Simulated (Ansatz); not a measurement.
# Gaps and decay in MgS/ZnSe stacks, part 2 of 4

How do the layer thicknesses change the gap of MgS/ZnSe? The crystals are MgS zinc blende(111) and ZnSe zinc blende(111), on a common net of side 4.031 Å (+0.0 % and -0.7 % against typed lattice constants near PBE's). Layer spacings come from each crystal relaxed along the normal on that net, and the joins take the mean spacing. The stacks are then relaxed. The first steps treat the bulk crystals alone.

Ansatz 0.2.0; PBE DFT, plane waves, PAW files (the session's first sound run).

So far, gap on path (eV): step 3 (the bulk crystal and its band edges, strain 0.0001, crystal …) 3.37.

### 5. Band edges, strain -0.0068, crystal ZnSe zinc blende(111)

The band edges of the next crystal.

The input, input.yaml:

```yaml
crystal:
  lattice:
    - [4.031, 0.0, 0.0]
    - [-2.0155, 3.4909484027, 0.0]
    - [0.0, 0.0, 9.9610054811]
  atoms:
    - { symbol: Zn, position: [0.0, 0.0, 0.0004989082] }
    - { symbol: Se, position: [0.0, 0.0, 0.2495010918] }
    - { symbol: Zn, position: [0.3333333333, 0.6666666667, 0.3338322416] }
    - { symbol: Se, position: [0.3333333333, 0.6666666667, 0.5828344251] }
    - { symbol: Zn, position: [0.6666666667, 0.3333333333, 0.6671655749] }
    - { symbol: Se, position: [0.6666666667, 0.3333333333, 0.9161677584] }
kpoints:
  mp_grid: { grid: [8, 8, 4] }
  band_path: { path: [VBM, CBM], npoints: 24 }
scf:
  occupations: { method: fixed }
  max_iter: 120
hamiltonian:
  xc: pbe
output:
  eigenvalues: true
checkpoint:
  write: ZnSe.run
  compress: false
  write_wavefunctions: false
```

Launch:

```sh
$ ansatz run input.yaml --threads 4 --pin off --max-ram 8192MiB --backend cpu --events-out ev --progress --plain --runs-dir out
```

Numbers of over 12 decimals in the logs are rounded to 6 here.

The program printed:

```text
[...]
Crystal: 6 atoms, lattice volume = 140.171 Å³
Basis set: ecut = 420 eV, 2769 PW (Γ)
Bands: 51, of which v1, the nominal top of the filled ones, is band 42 counted from 1 (41 counted from 0)
Symmetry: 18 space group operations
[...]
k-points: 35 of 256 (time reversal used)
[...]
SCF iter   1: F=—  HF=-26368.607337 eV  |F-HF|=—  |Δ(HF+E_count)|=         —  Δρ=8.03e-4  dr2=1.48e-3  ethr=1.77e-3  ⟨swp⟩=5.1  Hψ=6159  notcnv=0  defer=217
[...]
SCF iter   7: F=-26368.606940 eV  HF=-26368.606940 eV  |F-HF|=1.47e-8  |Δ(HF+E_count)|=   3.82e-7  Δρ=3.40e-6  dr2=2.48e-8  ethr=1.19e-10  ⟨swp⟩=9.5  Hψ=7937  notcnv=0
SCF 1 converged in 7 iterations: F = -26368.606940 eV  dr2 = 2.48e-8
[...]
SCF converged after 7 iterations
Free energy (F): -26368.606940 eV
[...]
Internal energy: -26368.606940 eV  (E = F + TS)
E sigma→0 (E₀):  -26368.606940 eV
Fermi energy:    6.439992 eV
[...]
--- Band table (eV; the first three rows and the last of 35) ---
  k-point 0: bands = [... 38 lower, 5.8020, 6.3898, 6.4400, 6.4400, 7.6066, 9.1064, 9.1064, 12.1756, ... 5 higher]
  k-point 1: bands = [... 38 lower, 5.9940, 5.9940, 6.3739, 6.3739, 8.2261, 9.0227, 9.1439, 12.1135, ... 5 higher]
  k-point 2: bands = [... 38 lower, 6.2045, 6.2045, 6.2045, 6.2045, 8.9049, 8.9049, 8.9876, 12.2326, ... 5 higher]
  k-point 34: bands = [... 38 lower, 4.1045, 4.4240, 4.4240, 5.0062, 10.5357, 11.1527, 11.1527, 11.9243, ... 5 higher]
```

Run time: 17 s. Hardware: 4 threads of Arm Neoverse V2, shared host; peak memory 0.52 GiB.

This step gave:

```
free energy       : -26368.6069 eV
Fermi energy      : 6.440 eV
gap on the k-mesh : 1.167 eV
gap on path       : 1.167 eV, by band count; negative where bands overlap
```

Levels at VBM (eV): -6.47, -6.46, -6.46, -6.40, -6.40, -6.40, -6.40, -6.29, -6.29, -6.12, -6.12, -6.11, -6.11, -6.11, -6.11, -4.00, -4.00, -0.64, -0.64, -0.64, -0.64, -0.05, 0.00, 0.00, 1.17, 2.67, 2.67, 5.74, 5.84, 5.84, 6.50, 6.50, 6.50.

The searched edges give 1.17 eV, as on the mesh.

### 6. Relaxation, stack MgS 6 / ZnSe 6, atomic layers of each crystal 6×6

System of this step: MgS (6) / ZnSe (6). The cell holds 12 atoms: 3 S, 3 Mg, 3 Se and 3 Zn. Its edges and angles: a = 4.031 Å, b = 4.031 Å, c = 19.827 Å, α = 90.0°, β = 90.0°, γ = 120.0°. Regions: 0: MgS, 6 atoms (3 S and 3 Mg); 1: ZnSe, 6 atoms (3 Se and 3 Zn). The structure's axis is c.

The stack is relaxed at a fixed cell, since the spacings at the joins were only estimated. The total length stays as laid.

The input, input.yaml:

```yaml
crystal:
  lattice:
    - [4.031, 0.0, 0.0]
    - [-2.0155, 3.4909484027, 0.0]
    - [0.0, 0.0, 19.8267789917]
  atoms:
    - { symbol: S, position: [0.0, 0.0, 0.0] }
    - { symbol: Mg, position: [0.3333333333, 0.6666666667, 0.0414211261] }
    - { symbol: S, position: [0.3333333333, 0.6666666667, 0.1658661335] }
    - { symbol: Mg, position: [0.6666666667, 0.3333333333, 0.2072872596] }
    - { symbol: S, position: [0.6666666667, 0.3333333333, 0.3317322669] }
    - { symbol: Mg, position: [0.0, 0.0, 0.373153393] }
    - { symbol: Se, position: [0.0, 0.0, 0.4979254444] }
    - { symbol: Zn, position: [0.3333333333, 0.6666666667, 0.5402935489] }
    - { symbol: Se, position: [0.3333333333, 0.6666666667, 0.6653926442] }
    - { symbol: Zn, position: [0.6666666667, 0.3333333333, 0.7077607488] }
    - { symbol: Se, position: [0.6666666667, 0.3333333333, 0.8328598441] }
    - { symbol: Zn, position: [0.0, 0.0, 0.8752279487] }
kpoints:
  mp_grid: { grid: [8, 8, 2] }
scf:
  occupations: { method: fixed }
  max_iter: 120
hamiltonian:
  xc: pbe
output:
  eigenvalues: false
  forces: true
relax:
  f_tol: 0.02
  max_steps: 40
```

The program printed:

```text
settings of this run that can trade accuracy for cost: output.eigenvalues: false. Do not mix this run's numbers with those of runs without the same settings; the input reference describes each key
[...]
Crystal: 12 atoms, lattice volume = 279.003 Å³
Basis set: ecut = 420 eV, 5491 PW (Γ), exchange–correlation on 54×54×270 points (8 copies of the dense FFT grid, shifted against one another)
Bands: 80, of which v1, the nominal top of the filled ones, is band 66 counted from 1 (65 counted from 0)
Symmetry: 6 space group operations
[...]
k-points: 20 of 128 (time reversal used)
[...]
SCF iter   1: F=—  HF=-34854.642867 eV  |F-HF|=—  |Δ(HF+E_count)|=         —  Δρ=8.21e-4  dr2=1.93e-2  ethr=1.77e-3  ⟨swp⟩=5.0  Hψ=5110  notcnv=0  defer=230
[...]
SCF iter   6: F=-34854.638139 eV  HF=-34854.638138 eV  |F-HF|=1.08e-6  |Δ(HF+E_count)|=   4.43e-6  Δρ=2.47e-5  dr2=2.31e-6  ethr=7.58e-9  ⟨swp⟩=4.0  Hψ=5052  notcnv=0
SCF 1 converged in 6 iterations: F = -34854.638139 eV  dr2 = 2.31e-6
[...]
relax step   1: F+E_penalty+E_count = -34854.63813935 eV  Δ(F+E_penalty+E_count) = +0.000e0 eV  max|allowed force component| = 7.335e-1 eV/Å  Δτ_max = 0.0000 Å  (6 SCF iters, dr2 threshold 1.00e-5 eV, accepted)
[...]
SCF iter   6: F=-34854.714039 eV  HF=-34854.714043 eV  |F-HF|=3.56e-6  |Δ(HF+E_count)|=   1.73e-6  Δρ=5.32e-5  dr2=1.20e-5  ethr=2.55e-8  ⟨swp⟩=3.0  Hψ=5899  notcnv=0
SCF 2 converged in 6 iterations: F = -34854.714039 eV  dr2 = 1.20e-5
[...]
relax step   2: F+E_penalty+E_count = -34854.71403938 eV  Δ(F+E_penalty+E_count) = -7.590e-2 eV  max|allowed force component| = 2.245e-1 eV/Å  Δτ_max = 0.0628 Å  (6 SCF iters, dr2 threshold 3.36e-5 eV, accepted)
SCF iter   1: F=—  HF=-34854.719326 eV  |F-HF|=—  |Δ(HF+E_count)|=         —  Δρ=1.26e-3  dr2=3.71e-3  ethr=1.92e-5  ⟨swp⟩=5.5  Hψ=3085  notcnv=0  defer=240
[...]
SCF iter   6: F=-34854.718448 eV  HF=-34854.718448 eV  |F-HF|=1.72e-7  |Δ(HF+E_count)|=   3.83e-7  Δρ=9.89e-6  dr2=5.09e-7  ethr=2.39e-9  ⟨swp⟩=4.0  Hψ=5579  notcnv=0
SCF 3 converged in 6 iterations: F = -34854.718448 eV  dr2 = 5.09e-7
relax step   3: F+E_penalty+E_count = -34854.71844786 eV  Δ(F+E_penalty+E_count) = -4.408e-3 eV  max|allowed force component| = 2.832e-2 eV/Å  Δτ_max = 0.0227 Å  (6 SCF iters, dr2 threshold 3.15e-6 eV, accepted)
SCF iter   1: F=—  HF=-34854.718485 eV  |F-HF|=—  |Δ(HF+E_count)|=         —  Δρ=1.93e-4  dr2=8.49e-5  ethr=6.30e-7  ⟨swp⟩=4.2  Hψ=2968  notcnv=0  defer=240
[...]
SCF iter   6: F=-34854.718536 eV  HF=-34854.718536 eV  |F-HF|=8.25e-9  |Δ(HF+E_count)|=   1.44e-8  Δρ=1.83e-6  dr2=1.89e-8  ethr=7.58e-11  ⟨swp⟩=4.0  Hψ=5576  notcnv=0
SCF 4 converged in 6 iterations: F = -34854.718536 eV  dr2 = 1.89e-8
relax step   4: F+E_penalty+E_count = -34854.71853585 eV  Δ(F+E_penalty+E_count) = -8.799e-5 eV  max|allowed force component| = 2.858e-3 eV/Å  Δτ_max = 0.0029 Å  (6 SCF iters, accepted)
SCF converged after 6 iterations
Free energy (F): -34854.718536 eV
[...]
Internal energy: -34854.718536 eV  (E = F + TS)
E sigma→0 (E₀):  -34854.718536 eV
Fermi energy:    5.253429 eV
[...]
--- Forces (eV/Å), atoms counted from 1 ---
  atom   1  S      0.00000000    -0.00000000    -0.00268038
  atom   2  Mg     0.00000000     0.00000000     0.00249798
  atom   3  S      0.00000000    -0.00000000    -0.00260844
  atom   4  Mg     0.00000000     0.00000000     0.00250403
  atom   5  S      0.00000000    -0.00000000    -0.00285767
  atom   6  Mg     0.00000000     0.00000000     0.00276758
  atom   7  Se     0.00000000    -0.00000000    -0.00136032
  atom   8  Zn    -0.00000000     0.00000000     0.00104777
  atom   9  Se     0.00000000    -0.00000000    -0.00178790
  atom  10  Zn     0.00000000     0.00000000     0.00238055
  atom  11  Se     0.00000000    -0.00000000    -0.00157986
  atom  12  Zn     0.00000000     0.00000000     0.00167623
  max |Σ_I F_I| component: 4.35e-7 eV/Å
--- Relaxed structure (4 steps of the walk, 4 accepted, 0 SCFs on fresh bases) ---
  F+E_penalty+E_count = -34854.71853585 eV   max|allowed force component| = 2.858e-3 eV/Å
  atoms:
    - { symbol: S, position: [-7.818711741862557e-19, 0, -0.00214772] }
    - { symbol: Mg, position: [0.333333, 0.666667, 0.037929] }
    - { symbol: S, position: [0.333333, 0.666667, 0.162570] }
    - { symbol: Mg, position: [0.666667, 0.333333, 0.203824] }
    - { symbol: S, position: [0.666667, 0.333333, 0.328395] }
    - { symbol: Mg, position: [-1.352225434644027e-18, 0, 0.369439] }
    - { symbol: Se, position: [1.0253744283327568e-18, 0, 0.500742] }
    - { symbol: Zn, position: [0.333333, 0.666667, 0.543688] }
    - { symbol: Se, position: [0.333333, 0.666667, 0.668711] }
    - { symbol: Zn, position: [0.666667, 0.333333, 0.710884] }
    - { symbol: Se, position: [0.666667, 0.333333, 0.836043] }
    - { symbol: Zn, position: [1.3159796469411006e-18, 0, 0.878843] }
[...]
```

Wall time 24 s (4 threads); peak memory 0.86 GiB.

Relaxation path:

| step | energy less that of the first step (eV) | largest force component (eV/Å) |
| --- | --- | --- |
| 1 | 0.0000 | 0.7335 |
| 2 | -0.0759 | 0.2245 |
| 3 | -0.0803 | 0.0283 |
| 4 | -0.0804 | 0.0029 |

The run keeps the 6 symmetry operations that it works with, so distortions that break them were not tested.

The atoms that moved most (Å):

| atom | dx | dy | dz | length |
| --- | --- | --- | --- | --- |
| Mg6 | 0.000 | 0.000 | -0.074 | 0.074 |
| Zn12 | 0.000 | 0.000 | 0.072 | 0.072 |
| Mg2 | 0.000 | 0.000 | -0.069 | 0.069 |
| Mg4 | 0.000 | 0.000 | -0.069 | 0.069 |
| Zn8 | 0.000 | 0.000 | 0.067 | 0.067 |
| S5 | 0.000 | 0.000 | -0.066 | 0.066 |
| Se9 | 0.000 | 0.000 | 0.066 | 0.066 |
| S3 | 0.000 | 0.000 | -0.065 | 0.065 |

Final coordinates:

```cif
data_structure
_symmetry_space_group_name_H-M 'P 1'
_symmetry_Int_Tables_number 1
_cell_length_a 4.0310
_cell_length_b 4.0310
_cell_length_c 19.8268
_cell_angle_alpha 90.000
_cell_angle_beta 90.000
_cell_angle_gamma 120.000
_cell_volume 279.00
loop_
_atom_site_label
_atom_site_type_symbol
_atom_site_fract_x
_atom_site_fract_y
_atom_site_fract_z
_atom_site_occupancy
S1 S 0.00000 0.00000 0.99785 1
Mg2 Mg 0.33333 0.66667 0.03793 1
S3 S 0.33333 0.66667 0.16257 1
Mg4 Mg 0.66667 0.33333 0.20382 1
S5 S 0.66667 0.33333 0.32840 1
Mg6 Mg 0.00000 0.00000 0.36944 1
Se7 Se 0.00000 0.00000 0.50074 1
Zn8 Zn 0.33333 0.66667 0.54369 1
Se9 Se 0.33333 0.66667 0.66871 1
Zn10 Zn 0.66667 0.33333 0.71088 1
Se11 Se 0.66667 0.33333 0.83604 1
Zn12 Zn 0.00000 0.00000 0.87884 1
```

Numbers from this step:

* free energy: -34854.7185 eV
* Fermi energy: 5.253 eV

The largest force component on a free atom ends at 0.0029 eV/Å.

### 7. Band edges of the superlattice, atomic layers of each crystal 6×6, k-mesh 8×8×2

The band edges of this cell are searched, off the mesh as well. The next step's energy window follows from its gap.

The input, input.yaml:

```yaml
crystal:
  lattice:
    - [4.031, 0.0, 0.0]
    - [-2.0155, 3.4909484027, 0.0]
    - [0.0, 0.0, 19.8267789917]
  atoms:
    - { symbol: S, position: [0.0, 0.0, -0.0021477161] }
    - { symbol: Mg, position: [0.3333333333, 0.6666666667, 0.0379290636] }
    - { symbol: S, position: [0.3333333333, 0.6666666667, 0.1625700995] }
    - { symbol: Mg, position: [0.6666666667, 0.3333333333, 0.2038237559] }
    - { symbol: S, position: [0.6666666667, 0.3333333333, 0.3283953913] }
    - { symbol: Mg, position: [0.0, 0.0, 0.3694389751] }
    - { symbol: Se, position: [0.0, 0.0, 0.5007420377] }
    - { symbol: Zn, position: [0.3333333333, 0.6666666667, 0.5436876514] }
    - { symbol: Se, position: [0.3333333333, 0.6666666667, 0.6687113349] }
    - { symbol: Zn, position: [0.6666666667, 0.3333333333, 0.7108838045] }
    - { symbol: Se, position: [0.6666666667, 0.3333333333, 0.836043157] }
    - { symbol: Zn, position: [0.0, 0.0, 0.8788428033] }
kpoints:
  mp_grid: { grid: [8, 8, 2] }
  band_path: { path: [VBM, CBM], npoints: 24 }
scf:
  occupations: { method: fixed }
  max_iter: 120
hamiltonian:
  xc: pbe
output:
  eigenvalues: true
  write_potential: true
  write_density: true
  volumetric_format: npy
  elf: true
```

The program printed:

```text
[...]
Crystal: 12 atoms, lattice volume = 279.003 Å³
Basis set: ecut = 420 eV, 5491 PW (Γ)
Bands: 80, of which v1, the nominal top of the filled ones, is band 66 counted from 1 (65 counted from 0)
Symmetry: 6 space group operations
[...]
k-points: 20 of 128 (time reversal used)
[...]
SCF iter   1: F=—  HF=-34854.722608 eV  |F-HF|=—  |Δ(HF+E_count)|=         —  Δρ=8.32e-4  dr2=1.36e-2  ethr=1.77e-3  ⟨swp⟩=4.9  Hψ=5311  notcnv=0  defer=225
[...]
SCF iter   8: F=-34854.718704 eV  HF=-34854.718704 eV  |F-HF|=2.83e-8  |Δ(HF+E_count)|=   2.85e-7  Δρ=2.88e-6  dr2=3.25e-8  ethr=7.58e-11  ⟨swp⟩=13.3  Hψ=6948  notcnv=0
SCF 1 converged in 8 iterations: F = -34854.718704 eV  dr2 = 3.25e-8
[...]
SCF converged after 8 iterations
Free energy (F): -34854.718704 eV
[...]
Internal energy: -34854.718704 eV  (E = F + TS)
E sigma→0 (E₀):  -34854.718704 eV
Fermi energy:    5.253414 eV
[...]
--- Band table (eV; the first three rows and the last of 20) ---
  k-point 0: bands = [... 62 lower, 4.9702, 4.9702, 5.2534, 5.2534, 6.8894, 7.8536, 7.9650, 8.2607, ... 10 higher]
  k-point 1: bands = [... 62 lower, 4.9707, 4.9707, 5.2532, 5.2532, 7.1041, 7.6068, 7.9748, 8.2879, ... 10 higher]
  k-point 2: bands = [... 62 lower, 4.5028, 4.7983, 4.8188, 5.1144, 7.7146, 8.4895, 8.6632, 8.7923, ... 10 higher]
  k-point 19: bands = [... 62 lower, 3.4416, 3.4814, 3.7867, 3.9434, 9.0640, 9.1931, 9.3545, 9.6860, ... 10 higher]
```

Elapsed: 48 s, on 4 threads; peak memory 1.1 GiB.

Numbers from this step:

```yaml
free_energy: -34854.7187 eV
gap_on_the_k_mesh: 1.636 eV
gap_on_path: 1.636 eV, by band count; negative where bands overlap
edge_places_on_path: 0, 0.006602 1/A along the path
```

The electronic bands at the labelled points (eV, zero at the Fermi level (highest filled level under fixed occupations); v1 is the highest filled band, c1 the lowest empty one):

| point | v4 | v3 | v2 | v1 | c1 | c2 | c3 | c4 |
| --- | --- | --- | --- | --- | --- | --- | --- | --- |
| VBM | -0.28 | -0.28 | 0.00 | 0.00 | 1.64 | 2.60 | 2.71 | 3.01 |
| halfway | -0.28 | -0.28 | 0.00 | 0.00 | 1.64 | 2.60 | 2.71 | 3.01 |
| CBM | -0.28 | -0.28 | 0.00 | 0.00 | 1.64 | 2.60 | 2.71 | 3.01 |

Electrostatic potential energy in the ca plane at fractional y = 0.000, with atoms of S and Mg and Se and Zn within 0.2 Å of it. With pseudopotentials it is smooth inside the atoms' cores, unlike the true potential.

Ten even steps from '0' (-27 eV) to '9' (10 eV), each cell a mean:
```
99999999998730005873565479999999999999961000
99999999999863247886333689999999999999984114
99999999999987778998767899999999999999998778
99998899999998899999998999999998899999998999
99888889999999999999999889999888889999988999
99888889999999999999999889999888889999888999
99988889999999999999999889999988889999988999
99999999999988889999888899999999999999998889
99999999999876568897545799999999999999986446
99999999999850016884454489999999999999972001
99999999998720004773676379999999999999950000
```
Columns run along c (16.0 Å, from fractional 0.12 to 0.93 of the cell; values clipped at the 3rd and 97th percentile), rows up along a (4.0 Å). Atoms in or near the plane, at fractional coordinates: Mg at (0.37, 0.00), Se at (0.50, 0.00), Zn at (0.88, 0.00).

ELF in the ca plane at fractional y = 0.000, with atoms of S and Mg and Se and Zn within 0.2 Å of it. It is the smooth field of the valence electrons, not physical close to the nuclei.

Ten even steps from '0' (0.00) to '9' (0.87), each cell a mean:
```
00000000000024341699635884100000000000121000
00111100001102210699888873000011100001221111
13455310024542101367888752002344311002343221
46787520136787520124565421124666421114666431
68998521147888731001222211136787432125777641
68998521257888741000111111136787432125777741
57898520146888630012343221125776421124677631
24676410135675310256777631013455321013554321
01233200012311101588888862001122210001222111
00000000000013431699757874000000000000121001
00000000000024241699414885100000000000120000
```
Columns run along c (16.0 Å, from fractional 0.12 to 0.93 of the cell), rows up along a (4.0 Å). Atoms in or near the plane, at fractional coordinates: Mg at (0.37, 0.00), Se at (0.50, 0.00), Zn at (0.88, 0.00).

Valence density in the ca plane at fractional y = 0.000, with atoms of S and Mg and Se and Zn within 0.2 Å of it. It is the smooth field of the valence electrons, not physical close to the nuclei.

Ten steps, logarithmic in the rise over the least value, from '0' (0 e/Å³) to '9' (32 e/Å³), each cell a mean:
```
21000000000000000487401248852100000000000000
21000000000000000133100124431000000000000000
10000000000000000000000011211000000000000000
00000001100000001100000000110000000111000000
00000011110000011100000000000000001111000001
00000011110000011100000000000000001111100001
00000011100000001100000000000000001111000000
10000000000000000000000011111000000000000000
10000000000000000011000122321000000000000000
21000000000000000366201236742100000000000000
21000000000000000598511259962100000000000000
```
Columns run along c (16.0 Å, from fractional 0.03 to 0.84 of the cell), rows up along a (4.0 Å). Atoms in or near the plane, at fractional coordinates: Mg at (0.37, 0.00), Se at (0.50, 0.00).

The searched edges give 1.64 eV, as on the mesh.

[end of part 2 of 4]

[Logs are printed without paths, hosts, clocks, repeated set-up lines and the standing remarks that a program may print on its own settings, such as how far it seeks lower states.]

[Hosts, paths, dates, database ids (printed as entryN), source tags and the programs' standing remarks are cut or masked in the printed files.]
